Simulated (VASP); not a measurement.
VASP 6.6.1 run: NaI

INCAR

```
ENCUT = 520
GGA = 91
SIGMA = 0.02
IBRION = -1
ISMEAR = -1
LASPH = .TRUE.
EDIFF = 1E-6
NBANDS = 14
LWAVE = .FALSE.
LCHARG = .FALSE.
NELM = 84
PREC = Accurate
ISIF = 2
LREAL = .FALSE.
NSW = 0
```

KPOINTS

```
KPOINTS created by Atomic Simulation Environment
0
Gamma
6 6 6
0 0 0
```

POSCAR

```
Na I
 1.0000000000000000
     0.0000000000000000    3.5431916337999998    3.5431916337999998
     3.5963395082999998    0.0000000000000000    3.5431916337999998
     3.5963395082999998    3.5431916337999998    0.0000000000000000
 Na  I
   1   1
Cartesian
  0.0000000000000000  0.0000000000000000  0.0000000000000000
  1.7981697541499999  1.7715958168999999  1.7715958168999999
```

The recommended PBE PAW datasets give the neutral cell 14 valence electrons.

Command

```
mpirun -np 1 vasp_std
```

OSZICAR

```
N       E                     dE             d eps       ncg     rms          rms(c)
DAV:   1     0.815087349579E+02    0.81509E+02   -0.63935E+03   840   0.838E+02
DAV:   2     0.172655216525E+01   -0.79782E+02   -0.74347E+02   894   0.203E+02
DAV:   3    -0.524684080762E+01   -0.69734E+01   -0.69352E+01  1092   0.604E+01
DAV:   4    -0.542812773375E+01   -0.18129E+00   -0.18125E+00  1084   0.101E+01
DAV:   5    -0.543185737126E+01   -0.37296E-02   -0.37296E-02  1134   0.140E+00    0.177E+00
DAV:   6    -0.533728304468E+01    0.94574E-01   -0.12347E-01   978   0.155E+00    0.120E+00
DAV:   7    -0.533098868103E+01    0.62944E-02   -0.10036E-01  1062   0.136E+00    0.682E-01
DAV:   8    -0.534102352223E+01   -0.10035E-01   -0.11802E-02   930   0.656E-01    0.212E-01
DAV:   9    -0.534083661836E+01    0.18690E-03   -0.23216E-04  1056   0.121E-01    0.782E-02
DAV:  10    -0.534133783039E+01   -0.50121E-03   -0.68567E-04   948   0.143E-01    0.287E-02
DAV:  11    -0.534135845820E+01   -0.20628E-04   -0.44902E-05  1104   0.505E-02    0.630E-03
DAV:  12    -0.534136456045E+01   -0.61022E-05   -0.76624E-06  1002   0.147E-02    0.359E-03
DAV:  13    -0.534136521331E+01   -0.65286E-06   -0.10912E-06  1092   0.544E-03
   1 F= -.53413652E+01 E0= -.53413652E+01  d E =-.280363E-11
```

From OUTCAR

```
k-points           NKPTS =     30   k-points in BZ     NKDIM =     30   number of bands    NBANDS=     14

   NELECT =      14.0000    total number of electrons

   dimension x,y,z NGX =    40 NGY =   40 NGZ =   40
   dimension x,y,z NGXF=    80 NGYF=   80 NGZF=   80

  energy-cutoff  :      520.00
  volume of cell :       90.30
      direct lattice vectors                 reciprocal lattice vectors
     0.000000000  3.543191634  3.543191634    -0.139030255  0.141115709  0.141115709
     3.596339508  0.000000000  3.543191634     0.139030255 -0.141115709  0.141115709
     3.596339508  3.543191634  0.000000000     0.139030255  0.141115709 -0.141115709

 k-points in reciprocal lattice and weights: KPOINTS created by Atomic Simulation Env
   0.00000000  0.00000000  0.00000000       0.005
   0.16666667  0.00000000  0.00000000       0.037
   0.33333333  0.00000000  0.00000000       0.037
   0.50000000  0.00000000  0.00000000       0.019
   0.16666667  0.16666667  0.00000000       0.019
   0.33333333  0.16666667  0.00000000       0.074
   0.50000000  0.16666667  0.00000000       0.074
  -0.33333333  0.16666667  0.00000000       0.074
   ...

 E-fermi :  -0.7512

 k-point     1 :       0.0000    0.0000    0.0000
  band No.  band energies     occupation
      1     -23.4055      2.00000
      2     -23.4055      2.00000
      3     -23.4042      2.00000
      4     -11.6030      2.00000
      5      -1.2286      2.00000
      6      -1.2114      2.00000
      7      -1.2114      2.00000
      8       2.6214      0.00000
      9       6.6426      0.00000
     10       6.6713      0.00000
     11       6.6713      0.00000
     12       8.3370      0.00000
     13       8.5032      0.00000
     14       9.7370      0.00000

 k-point     2 :       0.1667    0.0000    0.0000
  band No.  band energies     occupation
      1     -23.4060      2.00000
      2     -23.4056      2.00000
      3     -23.4044      2.00000
      4     -11.5728      2.00000
      5      -1.5908      2.00000
      6      -1.2594      2.00000
      7      -1.2426      2.00000
      8       3.1889      0.00000
      9       6.3096      0.00000
     10       6.7907      0.00000
     11       6.8292      0.00000
     12       7.9865      0.00000
     13       8.0880      0.00000
     14       9.5586      0.00000

 k-point     3 :       0.3333    0.0000    0.0000
  band No.  band energies     occupation
      1     -23.4070      2.00000
      2     -23.4058      2.00000
      3     -23.4047      2.00000
      4     -11.5109      2.00000
      5      -2.1661      2.00000
      6      -1.3296      2.00000
      7      -1.3025      2.00000
      8       4.0050      0.00000
      9       6.2188      0.00000
     10       6.5815      0.00000
     11       6.6682      0.00000
     12       8.6369      0.00000
     13       8.6434      0.00000
     14       9.0090      0.00000

 k-point     4 :       0.5000    0.0000    0.0000
  band No.  band energies     occupation
      1     -23.4076      2.00000
      2     -23.4058      2.00000
      3     -23.4048      2.00000
      4     -11.4793      2.00000
      5      -2.4055      2.00000
      6      -1.3632      2.00000
      7      -1.3314      2.00000
      8       4.1945      0.00000
      9       6.3964      0.00000
     10       6.4879      0.00000
     11       6.4988      0.00000
     12       9.3000      0.00000
     13       9.9179      0.00000
     14      10.0013      0.00000

 ...

  Total        0.1241952      0.1365656      0.1365656     -0.0000000      0.0000000      0.0000000
  in kB        2.2036139      2.4231031      2.4231031     -0.0000000      0.0000000      0.0000000
  external PRESSURE =       2.3499401 kB  Pullay stress =       0.0000000 kB

 POSITION                                       TOTAL-FORCE (eV/Angst)
 -----------------------------------------------------------------------------------
      0.00000      0.00000      0.00000         0.000000     -0.000000     -0.000000
      1.79817      1.77160      1.77160         0.000000      0.000000      0.000000
 -----------------------------------------------------------------------------------
    total drift:                                0.000002      0.000002      0.000002

  FREE ENERGIE OF THE ION-ELECTRON SYSTEM (eV)
  ---------------------------------------------------
  free  energy   TOTEN  =        -5.3413652133 eV

  energy  without entropy=       -5.3413652133  energy(sigma->0) =       -5.34136521
```

It converged. Results: gap between bands v and c on the k mesh 3.83 eV; least direct gap on the k mesh 3.83 eV; pressure 0.2 GPa. Band v is the last that the valence electrons fill when counted band by band, and c is the next.

For comparison, a separate PBE run of the intended cell, on usual settings and not on those above, gives a gap of 3.79 eV on its mesh and a pressure of 0.2 GPa.

The run above took about 36 s on one core of a shared host (Intel Xeon Platinum 8488C) and held 0.24 GiB at most.
